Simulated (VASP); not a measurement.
# SnSe (Pnma) in VASP: notebook, part 2 of 2

VASP 6.6.1.

## 3. Relaxation of cell and atoms, PBE+D3(BJ)

This run uses another cell than the first one, of 26.23 Å³/atom, 0.983 times its volume.

File INCAR:

```
ALGO = Normal
EDIFF = 1E-7
EDIFFG = -0.005
ENCUT = 600
GGA = PE
IBRION = 2
ISIF = 3
ISMEAR = 0
IVDW = 12
KPAR = 4
LASPH = T
LCHARG = F
LREAL = F
LWAVE = F
NELM = 80
NSW = 90
PREC = Accurate
SIGMA = 0.03
```

File KPOINTS:

```
k-points
0
Gamma
  4 8 8
```

File POSCAR:

```
SnSe                                    
1.0
   11.4951243201      0.0000000000      0.0000000000
    0.0000000000      4.1770248273      0.0000000000
    0.0000000000      0.0000000000      4.3703652417
  Sn              Se            
     4     4
Direct
     0.1183530214164919    0.2500000000000000    0.0892349020362336
     0.3816469785835080    0.7500000000000000    0.5892349020362334
     0.6183530214164918    0.2500000000000000    0.4107650979637663
     0.8816469785835082    0.7500000000000000    0.9107650979637666
     0.3573219282559450    0.2500000000000000    0.0205160869027487
     0.1426780717440551    0.7500000000000000    0.5205160869027488
     0.8573219282559448    0.2500000000000000    0.4794839130972512
     0.6426780717440552    0.7500000000000000    0.9794839130972512
```

Potentials or basis: VASP PAW PBE potentials, release 64 (Sn_d, Se).

Run with:

```console
$ cat potpaw_PBE.64/Sn_d/POTCAR potpaw_PBE.64/Se/POTCAR > POTCAR
$ mpirun -np 4 vasp_std > vasp.out
```

It took 29 min on 4 MPI ranks of Intel Xeon 6975P-C (Granite Rapids), shared host; peak memory 0.88 GiB.

The run converged. Its results:

| Item | Value |
| --- | --- |
| Free energy | -35.7316 eV |
| Relaxed volume | 26.24 Å³/atom |
| Relaxed cell | a = 11.486 Å, b = 4.172 Å, c = 4.380 Å, α = 90.00°, β = 90.00°, γ = 90.00° |
| Space group after relaxing (to 0.05 Å) | Pnma (No. 62) |
| Energy gained by relaxing | 0.0 meV/atom |
| Ionic steps | 20 |
| Pressure after relaxing | 0.0 GPa |
| Largest force after relaxing | 0.004 eV/Å |
| Band gap on the k mesh | 0.54 eV, indirect (least direct gap 0.82 eV) |
| Dispersion energy per atom | -0.369 eV |

Forces on the atoms (eV/Å):
```
Sn   0.003  0.000  0.001
Sn  -0.003  0.000  0.001
Sn   0.003  0.000 -0.001
Sn  -0.003  0.000 -0.001
Se   0.002  0.000  0.002
Se  -0.002  0.000  0.002
Se   0.002  0.000 -0.002
Se  -0.002  0.000 -0.002
```

The path:
```
step  energy change (eV)  largest force (eV/Å)  pressure (GPa)  volume (Å³)
   1              0.0000                0.0091           -0.01       209.84
   2              0.0000                0.0076            0.00       209.78
   3              0.0000                0.0065            0.02       209.72
   4              0.0000                0.0060            0.01       209.73
   5             -0.0001                0.0061           -0.01       209.77
   6             -0.0001                0.0136           -0.04       209.84
   7             -0.0001                0.0103           -0.03       209.81
   8             -0.0001                0.0103           -0.03       209.80
   9             -0.0001                0.0104           -0.02       209.76
  10             -0.0002                0.0107           -0.01       209.69
  11             -0.0002                0.0113            0.02       209.54
  12             -0.0002                0.0111            0.01       209.62
  13             -0.0002                0.0101            0.02       209.62
  14             -0.0003                0.0082            0.02       209.65
  15             -0.0003                0.0051            0.03       209.69
  16             -0.0003                0.0050            0.03       209.71
  17             -0.0003                0.0081           -0.03       209.99
  18             -0.0003                0.0065           -0.01       209.87
  19             -0.0003                0.0067           -0.01       209.88
  20             -0.0004                0.0036           -0.01       209.89
```

Final structure:
```
Sn Se
1.0
    11.48649    0.00000    0.00000
     0.00000    4.17221    0.00000
     0.00000    0.00000    4.37968
Sn Se
4 4
Direct
  0.11763 0.25000 0.09317
  0.38237 0.75000 0.59317
  0.61763 0.25000 0.40683
  0.88237 0.75000 0.90683
  0.35703 0.25000 0.02202
  0.14297 0.75000 0.52202
  0.85703 0.25000 0.47798
  0.64297 0.75000 0.97798
```

Levels at points of the mesh, in eV from the valence-band top:
```csv
k point,band 37,band 38,band 39,band 40,band 41,band 42,band 43,band 44
"(0.00, 0.00, 0.00)",-1.62,-1.31,-0.72,-0.58,0.54,2.97,3.14,3.16
"(0.50, 0.00, 0.00)",-1.92,-1.92,-0.59,-0.59,2.56,2.56,2.78,2.78
"(0.00, 0.50, 0.00)",-1.00,-1.00,-0.66,-0.66,0.94,0.94,1.39,1.39
"(0.50, 0.50, 0.00)",-0.92,-0.92,-0.92,-0.92,1.42,1.42,1.42,1.42
"(0.00, 0.00, 0.50)",-0.78,-0.78,-0.26,-0.26,1.22,1.22,1.44,1.44
"(0.50, 0.00, 0.50)",-0.46,-0.46,-0.23,-0.23,1.15,1.15,1.49,1.49
"(0.00, 0.50, 0.50)",-2.35,-2.35,-1.53,-1.53,2.60,2.60,3.01,3.01
"(0.50, 0.50, 0.50)",-1.60,-1.60,-1.60,-1.60,2.40,2.40,2.40,2.40
```

Caveat: spin-orbit coupling is left out, which moves the levels of the heavy elements. A k mesh can miss the band edges.
